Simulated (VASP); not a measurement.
A run of VASP 6.6.1:

File run.py:

```python
from ase import Atoms
from ase.calculators.vasp import Vasp
from ase.dft.bandgap import bandgap

atoms = Atoms(
    ['Li'],
    cell=[[-1.75465, 1.75465, 1.75465], [1.75465, -1.75465, 1.75465], [1.75465, 1.75465, -1.75465]],
    scaled_positions=[[0.0, 0.0, 0.0]],
    pbc=True,
)
calc = Vasp(
    directory='calc',
    xc='lda',
    pp='LDA',
    setups={'base': 'minimal', 'Li': '_GW'},
    prec='Accurate',
    encut=550,
    ediff=1e-06,
    ismear=0,
    sigma=0.02,
    lreal=False,
    lasph=True,
    nelm=80,
    algo='Normal',
    isif=2,
    lwave=False,
    lcharg=False,
    kpts=[11, 11, 11],
    gamma=True,
)
atoms.calc = calc

print('energy (eV):', atoms.get_potential_energy())
print('free energy (eV):', atoms.get_potential_energy(force_consistent=True))
print('forces (eV/A):')
print(atoms.get_forces())
print('stress (eV/A^3, Voigt):', atoms.get_stress())
print('Fermi level (eV):', calc.get_fermi_level())
gap, top, bottom = bandgap(calc)
print('band gap (eV):', gap, 'from (spin, k, band)', top, 'to', bottom)
```

Potentials or basis: VASP PAW LDA potentials, release 64 (Li_GW).

Launch:

```console
$ python run.py
```

Hardware: 1 thread of Intel(R) Xeon(R) 6975P-C (Granite Rapids), with other jobs on the host.

How long does it take, and how much memory?

It took 3.6 s on 1 thread of Intel(R) Xeon(R) 6975P-C (Granite Rapids) (shared host), peak memory 0.11 GiB. Counts: scf iterations 9, k points 56.
